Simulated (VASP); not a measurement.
# MgSi3 (I4/mmm) in VASP: electric field gradients with PBEsol

Aim: the electric field gradients of MgSi3 with PBEsol.

All numbers are computed with VASP 6.6.1; they aren't measurements. Logs are shortened: lines on timing, memory, paths and dates and some standing lists are left out, and cuts for length are marked.

## Step 1: Starting point

Symmetry: I4/mmm, No. 139, tetragonal system. Conventional cell: a = 3.902 Å, b = 3.902 Å, c = 8.151 Å, α = 90.00°, β = 90.00°, γ = 90.00°. Mg (site symmetry 4/mmm) is surrounded by 12 Si at 2.76 to 2.82 Å. Si (site symmetry 4/mmm) is surrounded by 4 Mg at 2.76 Å and 8 Si at 2.82 Å. Si (site symmetry -4m2) has 8 Si at 2.76 to 2.82 Å and 4 Mg at 2.82 Å as nearest neighbours.

The cell comes from a database or a generator and needn't be the stable form of this composition.

## Step 2: Electric field gradients, PBEsol

INCAR

```
SYSTEM = MgSi3
  ALGO = Fast
  EDIFF = 1E-8
  ENCUT = 520
  GGA = PS
  ISIF = 2
  ISMEAR = -1
  LASPH = .True.
  LCHARG = .False.
  LEFG = .True.
  LREAL = .False.
  LWAVE = .False.
  NBANDS = 15
  NELM = 100
  PREC = Accurate
  SIGMA = 0.15
```

KPOINTS

```
k-points
0
Gamma
  16 16 16
  0 0 0
```

POSCAR

```
MgSi3
1.0
   -1.9511271646      1.9511271646      4.0754244616
    1.9511271646     -1.9511271646      4.0754244616
    1.9511271646      1.9511271646     -4.0754244616
Mg Si
1 3
Direct
    0.0000000000      0.0000000000      0.0000000000
    0.5000000000      0.5000000000      0.0000000000
    0.2500000000      0.7500000000      0.5000000000
    0.7500000000      0.2500000000      0.5000000000
```

Potentials or basis: VASP PAW PBE potentials, release 64 (Mg, Si).

The run is started by

```sh
cat potpaw_PBE.64/Mg/POTCAR potpaw_PBE.64/Si/POTCAR > POTCAR
mpirun -np 1 vasp_std > vasp.out
```

OUTCAR:

```text
SYSTEM = MgSi3
   EDIFF = 1E-8
   ENCUT = 520
   GGA = PS
   ISIF = 2
   ISMEAR = -1
   LASPH = .True.
   LREAL = .False.
   NELM = 100
   PREC = Accurate

 ion  position               nearest neighbor table
   1  0.000  0.000  0.000-   2 2.76   2 2.76   2 2.76   2 2.76   4 2.82   3 2.82   4 2.82   3 2.82
                             4 2.82   4 2.82   3 2.82   3 2.82
   2  0.500  0.500  0.000-   1 2.76   1 2.76   1 2.76   1 2.76   4 2.82   3 2.82   4 2.82   4 2.82
                             3 2.82   3 2.82   4 2.82   3 2.82
   3  0.250  0.750  0.500-   4 2.76   4 2.76   4 2.76   4 2.76   2 2.82   1 2.82   2 2.82   2 2.82
                             1 2.82   1 2.82   2 2.82   1 2.82
   4  0.750  0.250  0.500-   3 2.76   3 2.76   3 2.76   3 2.76   2 2.82   1 2.82   2 2.82   1 2.82
                             2 2.82   2 2.82   1 2.82   1 2.82

  LATTYP: Found a body centered tetragonal cell.
 ALAT       =     3.9022543292
 C/A-ratio  =     2.0887538934

  Lattice vectors:

 A1 = (  -1.9511271646,   1.9511271646,   4.0754244616)
 A2 = (   1.9511271646,  -1.9511271646,   4.0754244616)
 A3 = (   1.9511271646,   1.9511271646,  -4.0754244616)

Analysis of symmetry for initial positions (statically):
=====================================================================
 Subroutine PRICEL returns:
 Original cell was already a primitive cell.

 Routine SETGRP: Setting up the symmetry group for a
 body centered tetragonal supercell.

 Subroutine GETGRP returns: Found 16 space group operations
 (whereof 16 operations were pure point group operations)
 out of a pool of 16 trial point group operations.

The static configuration has the point symmetry D_4h.

Analysis of symmetry for dynamics (positions and initial velocities):
=====================================================================
 Subroutine PRICEL returns:
 Original cell was already a primitive cell.

 Routine SETGRP: Setting up the symmetry group for a
 body centered tetragonal supercell.

 Subroutine GETGRP returns: Found 16 space group operations
 (whereof 16 operations were pure point group operations)
 out of a pool of 16 trial point group operations.

The dynamic configuration has the point symmetry D_4h.

 Subroutine INISYM returns: Found 16 space group operations
 (whereof 16 operations are pure point group operations),
 and found     1 'primitive' translations

----------------------------------------------------------------------------------------

                                     Primitive cell

  volume of cell :      62.0589

  direct lattice vectors                    reciprocal lattice vectors
    -1.951127165  1.951127165  4.075424462     0.000000000  0.256262128  0.122686607
     1.951127165 -1.951127165  4.075424462     0.256262128  0.000000000  0.122686607
     1.951127165  1.951127165 -4.075424462     0.256262128  0.256262128  0.000000000

  length of vectors
     4.921674407  4.921674407  4.921674407     0.284116670  0.284116670  0.362409378

  position of ions in fractional coordinates (direct lattice)
     0.000000000  0.000000000  0.000000000
     0.500000000  0.500000000  0.000000000
     0.250000000  0.750000000  0.500000000
     0.750000000  0.250000000  0.500000000

  ion indices of the primitive-cell ions
   primitive index   ion index
                 1           1
                 2           2
                 3           3
                 4           4

----------------------------------------------------------------------------------------

 KPOINTS: k-points

Automatic generation of k-mesh.
 Grid dimensions read from file:
 generate k-points for:   16   16   16

 Generating k-lattice:

  Cartesian coordinates                     Fractional coordinates (reciprocal lattice)
     0.000000000  0.016016383  0.007667913     0.062500000 -0.000000000  0.000000000
     0.016016383  0.000000000  0.007667913    -0.000000000  0.062500000  0.000000000
     0.016016383  0.016016383  0.000000000     0.000000000  0.000000000  0.062500000

[... 60 lines left out ...]
   IBRION =     -1    ionic relax: 0-MD 1-quasi-New 2-CG
   NFREE  =      0    steps in history (QN), initial steepest desc. (CG)
   ISIF   =      2    stress and relaxation
   ISYM   =      2    0-nonsym 1-usesym 2-fastsym
   POTIM  = 0.5000    time-step for ionic-motion
   TEBEG  =    0.0;   TEEND  =   0.0 temperature during run
   PSTRESS=    0.0 pullay stress
   NELECT =      14.0000    total number of electrons
   NUPDOWN=      -1.0000    fix difference up-down
   EMIN   =  10.00;   EMAX   =-10.00  energy-range for DOS
   EFERMI =   0.00;   METHOD = LEGACY
   ISMEAR =    -1;   SIGMA  =   0.15  broadening in eV -4-tet -1-fermi 0-gaus
   EFERMI_NEDOS =   21; number of points for ismear=-14 and -15
   IALGO  =     68    algorithm
   IMIX   =      4    mixing-type and parameters
     AMIX     =   0.40;   BMIX     =  1.00
     AMIX_MAG =   1.60;   BMIX_MAG =  1.00
  volume/ion in A,a.u.               =      15.51       104.70
  Fermi-wavevector in a.u.,A,eV,Ry     =   0.996589  1.883281 13.513171  0.993190
  Thomas-Fermi vector in A             =   2.128688
   LORBIT       =      0    0 simple, 1 ext, 2 COOP (PROOUT), +10 PAW based schemes
   GGA     = PS    functional components
   LHFCALC =     F    Hartree Fock is set to
   AEXX    =    0.0000 exact exchange contribution
   IVDW    =     0    specifies the selected vdW correction
   LEPSILON=     F    determine dielectric tensor
   LRPA    =     F    only Hartree local field effects (RPA)
 non-spin polarized calculation
 RMM-DIIS sequential band-by-band and
  energy-cutoff  :      520.00
  volume of cell :       62.06
 maximum number of plane-waves:      1699
 NGX is ok and might be reduce to    40
   NGX = 19   NGY = 19   NGZ = 19

 number of electron      14.0000000 magnetization

 Free energy of the ion-electron system (eV)
  ---------------------------------------------------
  ext. energy  EPLUGINS =         0.00000000
  ---------------------------------------------------
  free energy    TOTEN  =       -18.08582923 eV

  energy without entropy =      -17.96650531  energy(sigma->0) =      -18.02616727

 E-fermi :   8.1508     XC(G=0): -10.6803

 val. band max:        8.1486516603   @ k =   0.3125   0.1875   0.1250
 cond. band min:       8.1527486092   @ k =  -0.1875   0.2500   0.1875
 fundamental gap:      0.0040969488
 Fermi energy:         8.1508479374

 k-point     1 :       0.0000    0.0000    0.0000
  band No.  band energies     occupation
      1      -4.8451      2.00000
      2       3.4896      2.00000
      3       3.6037      2.00000
      4       5.3805      2.00000
      5       5.4793      2.00000
      6       5.4793      2.00000
      7       6.8894      1.99955
      8       6.8894      1.99955
      9       7.3508      1.99040
     10       8.3728      0.37089
     11      10.3471      0.00000
     12      13.0788      0.00000
     13      13.0788      0.00000
     14      13.4728      0.00000
[... 401 lines left out ...]
      2       3.5269      2.00000
      3       3.6068      2.00000
      4       4.3660      2.00000
      5       5.2034      2.00000
      6       6.0828      2.00000
      7       6.6220      1.99993
      8       6.6852      1.99989
      9       8.2780      0.59988
     10       8.8138      0.02379
     11      10.6955      0.00000
     12      11.6082      0.00000
     13      13.1507      0.00000
     14      14.5762      0.00000
     15      17.8697      0.00000

 [... further k-points ...]

------------------------ aborting loop because EDIFF is reached ----------------------------------------

  FORCE on cell =-STRESS in cart. coord.  units (eV):
  Direction    XX          YY          ZZ          XY          YZ          ZX
  --------------------------------------------------------------------------------------
  -------------------------------------------------------------------------------------
  Total        0.0157548      0.0157548      0.0134868      0.0000000      0.0000000      0.0000000
  in kB        0.4067428      0.4067428      0.3481887      0.0000000      0.0000000      0.0000000
  external PRESSURE =       0.3872248 kB  Pullay stress =       0.0000000 kB

 VOLUME and BASIS-vectors are now :
 -----------------------------------------------------------------------------
  energy-cutoff  :      520.00
  volume of cell :       62.06
      direct lattice vectors                 reciprocal lattice vectors
    -1.951127165  1.951127165  4.075424462     0.000000000  0.256262128  0.122686607
     1.951127165 -1.951127165  4.075424462     0.256262128  0.000000000  0.122686607
     1.951127165  1.951127165 -4.075424462     0.256262128  0.256262128  0.000000000

 POSITION                                       TOTAL-FORCE (eV/Angst)
 -----------------------------------------------------------------------------------
      0.00000      0.00000      0.00000        -0.000000      0.000000      0.000000
      0.00000      0.00000      4.07542        -0.000000      0.000000      0.000000
      1.95113      0.00000      2.03771         0.000000     -0.000000     -0.000000
      0.00000      1.95113      2.03771         0.000000      0.000000      0.000000
 -----------------------------------------------------------------------------------
    total drift:                                0.000000     -0.000000     -0.000000

  FREE ENERGIE OF THE ION-ELECTRON SYSTEM (eV)
  ---------------------------------------------------
  free  energy   TOTEN  =       -18.0858292273 eV

  energy  without entropy=      -17.9665053112  energy(sigma->0) =      -18.02616727

 Electric field gradients (V/A^2)
---------------------------------------------------------------------
 ion       V_xx      V_yy      V_zz      V_xy      V_xz      V_yz
---------------------------------------------------------------------
   1       0.378     0.378    -0.755     0.000     0.000     0.000
   2     -13.997   -13.997    27.994     0.000     0.000     0.000
   3       3.751     3.751    -7.503     0.000     0.000     0.000
   4       3.751     3.751    -7.503     0.000     0.000     0.000
---------------------------------------------------------------------

 Electric field gradients after diagonalization (V/A^2)
 (convention: |V_zz| > |V_xx| > |V_yy|)
----------------------------------------------------------------------
 ion       V_xx      V_yy      V_zz     asymmetry (V_yy - V_xx)/ V_zz
----------------------------------------------------------------------
   1       0.378     0.378    -0.755       0.000
   2     -13.997   -13.997    27.994       0.000
   3       3.751     3.751    -7.503       0.000
   4       3.751     3.751    -7.503       0.000
----------------------------------------------------------------------

           NMR quadrupolar parameters

 Cq : quadrupolar parameter    Cq=e*Q*V_zz/h
 eta: asymmetry parameters     (V_yy - V_xx)/ V_zz
 Q  : nuclear electric quadrupole moment in mb (millibarn)
----------------------------------------------------------------------
 ion       Cq(MHz)       eta       Q (mb)
----------------------------------------------------------------------
   1      -0.002       0.000       1.000
   2       0.068       0.000       1.000
   3      -0.018       0.000       1.000
   4      -0.018       0.000       1.000
----------------------------------------------------------------------
```

Run time: 5.4 min. Hardware: 1 thread of Intel Xeon Platinum 8559C (Emerald Rapids), shared host; peak memory 0.46 GiB.

What came out:

```
Free energy            : -18.0858 eV
Pressure               : 0.0 GPa
Band gap on the k mesh : none (metal or under the smearing width)
```

Electric field gradients, principal values (V/Å²):
```
atom      Vxx      Vyy     Vzz
1 Mg    0.378    0.378  -0.755
2 Si  -13.997  -13.997  27.994
3 Si    3.751    3.751  -7.503
4 Si    3.751    3.751  -7.503
```

Caveat: the PAW data sets were made with another functional, which shifts forces and pressure a little.
